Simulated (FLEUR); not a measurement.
# In (P6_3/mmc) in FLEUR: a series of runs

One crystal, In, is run at these levels: LDA; tasks: band structure, equation of state.

All numbers are computed with FLEUR MaX-R8.1 (later development tree); they aren't measurements. Logs are shortened: lines on timing, memory, paths and dates and some standing lists are left out, and cuts for length are marked.

### 1 The crystal as given

It takes space group P6_3/mmc (No. 194, hexagonal). The conventional cell has a = 3.335 Å, b = 3.335 Å, c = 5.509 Å, α = 90.00°, β = 90.00°, γ = 120.00°. In (site symmetry -6m2) is surrounded by 12 In at 3.34 to 3.36 Å.

This isn't the form of In at room conditions, which is tetragonal.

### 2 Band structure, LDA

inp.xml reads:

```xml
<?xml version="1.0" encoding="UTF-8" standalone="no"?>
<fleurInput fleurInputVersion="0.39">
   <comment>
      In                                                                                                  
   </comment>
   <calculationSetup>
      <cutoffs Kmax="4.1" Gmax="12.7" GmaxXC="12.7" numbands="0"/>
      <scfLoop itmax="60" minDistance="0.00001" maxIterBroyd="15" imix="Anderson" alpha="0.05" precondParam="0.0" spinf="2.0" sdNocoIR="T"/>
      <coreElectrons ctail="T" frcor="F" kcrel="0" coretail_lmax="0"/>
      <xcFunctional name="vwn" relativisticCorrections="F"/>
      <magnetism jspins="1"/>
      <soc l_soc="F" theta="0.0" phi="0.0" spav="F"/>
      <expertModes spex="0" secvar="F"/>
      <geometryOptimization l_f="F" forcealpha="1.0" forcemix="BFGS" epsdisp="0.00001" epsforce="0.00001"/>
      <ldaU l_linMix="F" mixParam="0.05" spinf="1.0"/>
   </calculationSetup>
   <cell>
      <bzIntegration valenceElectrons="42.0" mode="hist" fermiSmearingEnergy="0.00183747">
         <kPointListSelection listName="default-1"/>
         <!-- k-points included here -->
         <xi:include xmlns:xi="http://www.w3.org/2001/XInclude" href="kpts.xml"> </xi:include>
      </bzIntegration>
      <!-- symmetry operations included here -->
      <xi:include xmlns:xi="http://www.w3.org/2001/XInclude" href="sym.xml"> </xi:include>
      <bulkLattice scale="1.0">
         <bravaisMatrix>
            <row-1>    6.3031527307511350     0.0000000000000000     0.0000000000000000</row-1>
            <row-2>   -3.1515763653755675     5.4586903888612488     0.0000000000000000</row-2>
            <row-3>    0.0000000000000000     0.0000000000000000    10.4107713000791282</row-3>
         </bravaisMatrix>
      </bulkLattice>
   </cell>
   <atomSpecies>
      <species name="Indium (In)" element="In" atomicNumber="49">
         <mtSphere radius="2.66" gridPoints="879" logIncrement="0.015"/>
         <atomicCutoffs lmax="10" lnonsphr="10"/>
         <electronConfig flipSpins="F">
            <coreConfig>(1s1/2) (2s1/2) (2p1/2) (2p3/2) (3s1/2) (3p1/2) (3p3/2) (3d3/2) (3d5/2)</coreConfig>
            <valenceConfig>(4s1/2) (4p1/2) (4p3/2) (5s1/2) (4d3/2) (4d5/2) (5p1/2) (5p3/2)</valenceConfig>
            <stateOccupation state="(5p1/2)" spinUp="0.166667" spinDown="0.166667"/>
            <stateOccupation state="(5p3/2)" spinUp="0.333333" spinDown="0.333333"/>
         </electronConfig>
         <energyParameters s="5" p="5" d="4" f="4"/>
         <lo type="SCLO" l="0" n="4" eDeriv="0"/>
         <lo type="SCLO" l="1" n="4" eDeriv="0"/>
         <lo type="SCLO" l="1" n="4" eDeriv="1"/>
         <lo type="SCLO" l="2" n="4" eDeriv="2"/>
         <lo type="SCLO" l="3" n="4" eDeriv="2"/>
      </species>
   </atomSpecies>
   <atomGroups>
      <atomGroup species="Indium (In)">
         <relPos label="                   1">-1.000/3.000 1.000/3.000 -1.000/4.000</relPos>
         <relPos label="                   2">1.000/3.000 -1.000/3.000 1.000/4.000</relPos>
         <force calculate="T" relaxXYZ="TTT"/>
      </atomGroup>
   </atomGroups>
   <output dos="F" band="F" slice="F">
      <checks vchk="F" cdinf="F"/>
      <bandDOS minEnergy="-.5*Htr" maxEnergy="0.5*Htr" sigma="0.015" storeEVData="T"/>
      <vacuumDOS vacdos="F" integ="F" star="F" nstars="0" locx1="0.0" locy1="0.0" locx2="0.0" locy2="0.0" nstm="0" tworkf="0.0"/>
      <unfoldingBand unfoldBand="F" supercellX="1" supercellY="1" supercellZ="1"/>
      <plotting iplot="0" polar="F">
         <plot TwoD="T" vec1="  1.0  0.0  0.0" vec2="  0.0  1.0  0.0" vec3="  0.0  0.0  1.0" zero="  0.0  0.0  0.0" file="plot"/>
      </plotting>
      <chargeDensitySlicing numkpt="0" minEigenval="0.0" maxEigenval="0.0" nnne="0" pallst="F"/>
      <specialOutput eonly="F"/>
      <moessbauerParams electricFieldGradient="T" isomerShift="T" coreHyperfine="T" valenceHyperfine="T"/>
      <magneticCircularDichroism mcd="F" energyLo="-10.0" energyUp="0.0"/>
   </output>
  <!-- We include the file relax.xml here to enable relaxations (see documentation) -->
  <xi:include xmlns:xi="http://www.w3.org/2001/XInclude" href="relax.xml"> <xi:fallback/> </xi:include>
</fleurInput>
```

crystal.txt reads:

```
In
&input cartesian=F /
3.3354847820  0.0000000000  0.0000000000
-1.6677423910  2.8886145552  0.0000000000
0.0000000000  0.0000000000  5.5091429200
1.8897261246
1.0 1.0 1.0

2
49 0.6666666666  0.3333333332  0.7500000000
49 0.3333333332  0.6666666666  0.2500000000

&kpt div1=9 div2=9 div3=5 gamma=T /
```

inp.xml (bands) reads:

```
<?xml version="1.0" encoding="UTF-8" standalone="no"?>
<fleurInput fleurInputVersion="0.39">
   <comment>
      In                                                                                                  
   </comment>
   <calculationSetup>
      <cutoffs Kmax="4.1" Gmax="12.7" GmaxXC="12.7" numbands="0"/>
      <scfLoop itmax="60" minDistance="0.00001" maxIterBroyd="15" imix="Anderson" alpha="0.05" precondParam="0.0" spinf="2.0" sdNocoIR="T"/>
      <coreElectrons ctail="T" frcor="F" kcrel="0" coretail_lmax="0"/>
      <xcFunctional name="vwn" relativisticCorrections="F"/>
      <magnetism jspins="1"/>
      <soc l_soc="F" theta="0.0" phi="0.0" spav="F"/>
      <expertModes spex="0" secvar="F"/>
      <geometryOptimization l_f="F" forcealpha="1.0" forcemix="BFGS" epsdisp="0.00001" epsforce="0.00001"/>
      <ldaU l_linMix="F" mixParam="0.05" spinf="1.0"/>
   </calculationSetup>
   <cell>
      <bzIntegration valenceElectrons="42.0" mode="hist" fermiSmearingEnergy="0.00183747">
         <kPointListSelection listName="path-1"/>
         <!-- k-points included here -->
         <xi:include xmlns:xi="http://www.w3.org/2001/XInclude" href="kpts.xml"> </xi:include>
      </bzIntegration>
      <!-- symmetry operations included here -->
      <xi:include xmlns:xi="http://www.w3.org/2001/XInclude" href="sym.xml"> </xi:include>
      <bulkLattice scale="1.0">
         <bravaisMatrix>
            <row-1>    6.3031527307511350     0.0000000000000000     0.0000000000000000</row-1>
            <row-2>   -3.1515763653755675     5.4586903888612488     0.0000000000000000</row-2>
            <row-3>    0.0000000000000000     0.0000000000000000    10.4107713000791282</row-3>
         </bravaisMatrix>
      </bulkLattice>
   </cell>
   <atomSpecies>
      <species name="Indium (In)" element="In" atomicNumber="49">
         <mtSphere radius="2.66" gridPoints="879" logIncrement="0.015"/>
         <atomicCutoffs lmax="10" lnonsphr="10"/>
         <electronConfig flipSpins="F">
            <coreConfig>(1s1/2) (2s1/2) (2p1/2) (2p3/2) (3s1/2) (3p1/2) (3p3/2) (3d3/2) (3d5/2)</coreConfig>
            <valenceConfig>(4s1/2) (4p1/2) (4p3/2) (5s1/2) (4d3/2) (4d5/2) (5p1/2) (5p3/2)</valenceConfig>
            <stateOccupation state="(5p1/2)" spinUp="0.166667" spinDown="0.166667"/>
            <stateOccupation state="(5p3/2)" spinUp="0.333333" spinDown="0.333333"/>
         </electronConfig>
         <energyParameters s="5" p="5" d="4" f="4"/>
         <lo type="SCLO" l="0" n="4" eDeriv="0"/>
         <lo type="SCLO" l="1" n="4" eDeriv="0"/>
         <lo type="SCLO" l="1" n="4" eDeriv="1"/>
         <lo type="SCLO" l="2" n="4" eDeriv="2"/>
         <lo type="SCLO" l="3" n="4" eDeriv="2"/>
      </species>
   </atomSpecies>
   <atomGroups>
      <atomGroup species="Indium (In)">
         <relPos label="                   1">-1.000/3.000 1.000/3.000 -1.000/4.000</relPos>
         <relPos label="                   2">1.000/3.000 -1.000/3.000 1.000/4.000</relPos>
         <force calculate="T" relaxXYZ="TTT"/>
      </atomGroup>
   </atomGroups>
   <output dos="F" band="T" slice="F">
      <checks vchk="F" cdinf="F"/>
      <bandDOS minEnergy="-.5*Htr" maxEnergy="0.5*Htr" sigma="0.015" storeEVData="T"/>
      <vacuumDOS vacdos="F" integ="F" star="F" nstars="0" locx1="0.0" locy1="0.0" locx2="0.0" locy2="0.0" nstm="0" tworkf="0.0"/>
      <unfoldingBand unfoldBand="F" supercellX="1" supercellY="1" supercellZ="1"/>
      <plotting iplot="0" polar="F">
         <plot TwoD="T" vec1="  1.0  0.0  0.0" vec2="  0.0  1.0  0.0" vec3="  0.0  0.0  1.0" zero="  0.0  0.0  0.0" file="plot"/>
      </plotting>
      <chargeDensitySlicing numkpt="0" minEigenval="0.0" maxEigenval="0.0" nnne="0" pallst="F"/>
      <specialOutput eonly="F"/>
      <moessbauerParams electricFieldGradient="T" isomerShift="T" coreHyperfine="T" valenceHyperfine="T"/>
      <magneticCircularDichroism mcd="F" energyLo="-10.0" energyUp="0.0"/>
   </output>
  <!-- We include the file relax.xml here to enable relaxations (see documentation) -->
  <xi:include xmlns:xi="http://www.w3.org/2001/XInclude" href="relax.xml"> <xi:fallback/> </xi:include>
</fleurInput>
```

Potentials or basis: all-electron, FLAPW.

Run with:

```
$ inpgen -f crystal.txt -profile fastHighL
$ # inp.xml edited to the form shown
$ fleur_MPI
$ fleur_MPI   # second run, on inp.xml (bands)
```

Output:

```text
Welcome to FLEUR        (www.flapw.de)
      MaX-Release 8.1          (www.max-centre.eu)

 ========== k-point set info ==========
 Selected k-point list: default-1
 k-point list type: mesh
 9 x 9 x 5
 Number of k points: 36

 ------------Calculation Setup---------------------------
 Number of MPI-tasks      :            1
 Number of PE/node        :            1
 Number of OMP-threads    :            1
 Most efficient MPI parallelization for:
           1           2           3           4           6           9          12          18          36
 Additional eigenvalue parallelization possible
 Number of basis functions:          496
 Approximate size of matrices (H+S) per k-point:         0.004 GB
 --------------------------------------------------------
 Iteration:     1   Distance:       4.26207802 me/bohr^3
 Iteration:     2   Distance:       3.94162536 me/bohr^3
 Iteration:     3   Distance:       1.76724296 me/bohr^3
 Iteration:     4   Distance:       0.16099569 me/bohr^3
 Iteration:     5   Distance:       0.14974767 me/bohr^3
 Iteration:     6   Distance:       0.03121856 me/bohr^3
 Iteration:     7   Distance:       0.00801068 me/bohr^3
 Iteration:     8   Distance:       0.00132641 me/bohr^3
 Iteration:     9   Distance:       0.00008956 me/bohr^3
 Iteration:    10   Distance:       0.00010670 me/bohr^3
 Iteration:    11   Distance:       0.00000704 me/bohr^3

 ********************************************************************
 Run finished successfully
 Stop message:
   all done
 ********************************************************************
```

output (bands):

```text
Welcome to FLEUR        (www.flapw.de)
      MaX-Release 8.1          (www.max-centre.eu)

 ========== k-point set info ==========
 Selected k-point list: path-1
 k-point list type: path
 Number of k points: 60

 ------------Calculation Setup---------------------------
 Number of MPI-tasks      :            1
 Number of PE/node        :            1
 Number of OMP-threads    :            1
 Most efficient MPI parallelization for:
           1           2           3           4           5           6          10          12          15          20          30          60
 Additional eigenvalue parallelization possible
 Number of basis functions:          504
 Approximate size of matrices (H+S) per k-point:         0.004 GB
 --------------------------------------------------------
 Fermi energy correction for metals:
 Fermi energy in bands.* files may not be consistent with last density.
 Please correct it manually (e.g. in band.gnu file).

 Note: Band structure data (together with different weights) is also stored in the banddos.hdf file.
       A convenient way of extracting and plotting the data from that file is by making use of the

 ********************************************************************
 Run finished successfully
 Stop message:
   Charge density postprocessing done.
 ********************************************************************
```

out.xml (last iteration):

```text
<iteration numberForCurrentRun="   11" overallNumber="   11">
         <energyParameters units="Htr">
            <atomicEP atomType="1" spin="1" branch="5s" branchLowest="-3.99" branchHighest="0.81" value="0.0391857134"/>
            <atomicEP atomType="1" spin="1" branch="5p" branchLowest="-2.46" branchHighest="1.41" value="0.2346018528"/>
            <atomicEP atomType="1" spin="1" branch="4d" branchLowest="-15.50" branchHighest="-0.24" value="-0.2791337434"/>
            <atomicEP atomType="1" spin="1" branch="4f" branchLowest="-9.99" branchHighest="1.89" value="0.5735609065"/>
            <loAtomicEP atomType="1" spin="1" branch="4s" branchLowest="-28.51" branchHighest="-3.99" value="-3.9903337808"/>
            <loAtomicEP atomType="1" spin="1" branch="4p" branchLowest="-23.42" branchHighest="-2.46" value="-2.4755949342"/>
            <loAtomicEP atomType="1" spin="1" branch="4p" branchLowest="-23.42" branchHighest="-2.46" value="-2.4755949342"/>
            <loAtomicEP atomType="1" spin="1" branch="4d" branchLowest="-15.50" branchHighest="-0.24" value="-0.2896821254"/>
            <loAtomicEP atomType="1" spin="1" branch="4f" branchLowest="-9.99" branchHighest="1.89" value="0.5735630265"/>
         </energyParameters>
         <eigenvalues>
            <eigenvaluesAt spin="1" ikpt="1" k_x="0.00000000" k_y="0.00000000" k_z="0.00000000">
                      -3.9903471795       -3.9903335013       -2.4682745838       -2.4682608123       -2.4682608123
                      -2.4682184940       -2.4682184940       -2.4680248657       -0.2981536276       -0.2960826121
                      -0.2950578628       -0.2950578628       -0.2940666736       -0.2940666736       -0.2913580657
                      -0.2913580657       -0.2846984058       -0.2846984058       -0.1107690087        0.0714842730
                       0.1156190908        0.5418520647        0.5418520647        0.6092613702        0.6092613702
                       0.6118304287        0.6420887163        0.6594207220        0.7441440841        0.7520146683
                       0.7641510156        0.7641510156        0.8020652369
            </eigenvaluesAt>
            <eigenvaluesAt spin="1" ikpt="2" k_x="0.00000000" k_y="0.00000000" k_z="0.20000000">
                      -3.9903458800       -3.9903348085       -2.4682567669       -2.4682567669       -2.4682507059
                      -2.4682225260       -2.4682225260       -2.4680488164       -0.2978501843       -0.2961556601
                      -0.2954600222       -0.2954600222       -0.2944259037       -0.2944259037       -0.2902256434
[... 43 lines left out ...]
            <state n="3" l="2" j="2.5" energy="-15.3880060948" weight="3.0000000000"/>
         </coreStates>
         <allElectronCharges>
            <spinDependentCharge spin="1" total="98.0000000" interstitial="3.1279992" mtSpheres="94.8720008"/>
            <totalCharge value="97.9999999997"/>
         </allElectronCharges>
         <moessbauerParams unitsHFF="kG" unitsIS="e/bohr^3" unitsEFG="Htr/bohr^2">
            <coreIsomerShift atomType="1" isTotal="176257.08441">
               <shell n="1" l="0" isomerShift="154360.34928"/>
               <shell n="2" l="0" isomerShift="17946.32028"/>
               <shell n="2" l="1" isomerShift="412.91717"/>
               <shell n="3" l="0" isomerShift="3451.85879"/>
               <shell n="3" l="1" isomerShift="85.63886"/>
               <shell n="3" l="2" isomerShift="0.00001"/>
            </coreIsomerShift>
            <isomerShift atomType="1" nucleusRadius="0.0001148" averageDensity="177003.12005"/>
            <electricFieldGradient atomType="1" VXX="0.04242" VYY="0.04242" VZZ="-0.08484" asymParam="0.00000">
            </electricFieldGradient>
         </moessbauerParams>
         <totalEnergy                                    value="   -11756.2255686824" units="Htr">
            <sumOfEigenvalues                            value="    -7075.6156959913">
               <coreElectrons value="-7024.7805252120"/>
               <valenceElectrons value="-50.8351707793"/>
            </sumOfEigenvalues>
            <densityCoulombPotentialIntegral value="-19012.8668735369"/>
            <densityEffectivePotentialIntegral value="-19423.4206546045"/>
            <chargeDenXCDenIntegral value="-309.6113943546"/>
            <FockExchangeEnergyValence value="0.0000000000"/>
            <FockExchangeEnergyCore value="0.0000000000"/>
            <atomTypeDependentContributions atomType="1">
               <electronNucleiInteractionDifferentMTs value="14247.7440695048"/>
               <MadelungTerm value="-40.2416266678"/>
            </atomTypeDependentContributions>
            <tkbTimesEntropy value="0.0005637772"/>
            <freeEnergy value="-11756.2261324597"/>
            <extrapolationTo0K value="-11756.2258505710"/>
         </totalEnergy>
         <densityConvergence units="me/bohr^3">
            <chargeDensity spin="1" distance="0.0000070375"/>
         </densityConvergence>
      </iteration>
```

It took 50 s on 1 thread of Intel Xeon at 2.70GHz, shared host; peak memory 0.07 GiB.

What came out:

- Free energy: -319903.2101 eV
- Band gap along the path: none (metal or under the smearing width)
- Valence electrons inside the program's atomic spheres: In 19.44 (radii In 2.66 bohr)

Levels at the corners of the path, in eV from the Fermi level:
| point | band 17 | band 18 | band 19 | band 20 | band 21 | band 22 | band 23 | band 24 | band 25 | band 26 |
| --- | --- | --- | --- | --- | --- | --- | --- | --- | --- | --- |
| Γ | -14.25 | -14.25 | -9.52 | -4.56 | -3.36 | 8.24 | 8.24 | 10.08 | 10.08 | 10.15 |
| M | -14.23 | -14.21 | -4.91 | -4.15 | -0.04 | 0.26 | 0.88 | 2.94 | 4.02 | 7.62 |
| K | -14.28 | -14.26 | -3.42 | -3.42 | -1.77 | 1.78 | 1.78 | 2.21 | 2.63 | 2.63 |
| Γ | -14.25 | -14.25 | -9.52 | -4.56 | -3.36 | 8.24 | 8.24 | 10.08 | 10.08 | 10.15 |
| A | -14.31 | -14.31 | -8.16 | -8.16 | 2.85 | 2.85 | 9.23 | 9.23 | 9.23 | 9.23 |
| L | -14.22 | -14.22 | -3.67 | -3.67 | -2.64 | -2.64 | 5.52 | 5.52 | 5.95 | 5.95 |
| H | -14.24 | -14.24 | -2.57 | -2.57 | -1.33 | -1.33 | -0.38 | -0.38 | 7.22 | 7.22 |
| A | -14.31 | -14.31 | -8.16 | -8.16 | 2.85 | 2.85 | 9.23 | 9.23 | 9.23 | 9.23 |
| L | -14.22 | -14.22 | -3.67 | -3.67 | -2.64 | -2.64 | 5.52 | 5.52 | 5.95 | 5.95 |
| M | -14.23 | -14.21 | -4.91 | -4.15 | -0.04 | 0.26 | 0.88 | 2.94 | 4.02 | 7.62 |
| K | -14.28 | -14.26 | -3.42 | -3.42 | -1.77 | 1.78 | 1.78 | 2.21 | 2.63 | 2.63 |
| H | -14.24 | -14.24 | -2.57 | -2.57 | -1.33 | -1.33 | -0.38 | -0.38 | 7.22 | 7.22 |

Core levels (eV from the Fermi level):
```
atom                                                                                                                             levels
1 In  1s1/2 -27699.8, 2s1/2 -4143.7, 2p1/2 -3866.2, 2p3/2 -3655.6, 3s1/2 -782.4, 3p1/2 -670.2, 3p3/2 -632.2, 3d3/2 -433.0, 3d5/2 -425.2
2 In  1s1/2 -27699.8, 2s1/2 -4143.7, 2p1/2 -3866.2, 2p3/2 -3655.6, 3s1/2 -782.4, 3p1/2 -670.2, 3p3/2 -632.2, 3d3/2 -433.0, 3d5/2 -425.2
```

Caveat: spin-orbit coupling is left out, which moves the levels of the heavy elements.

[end of part 1 of 2]
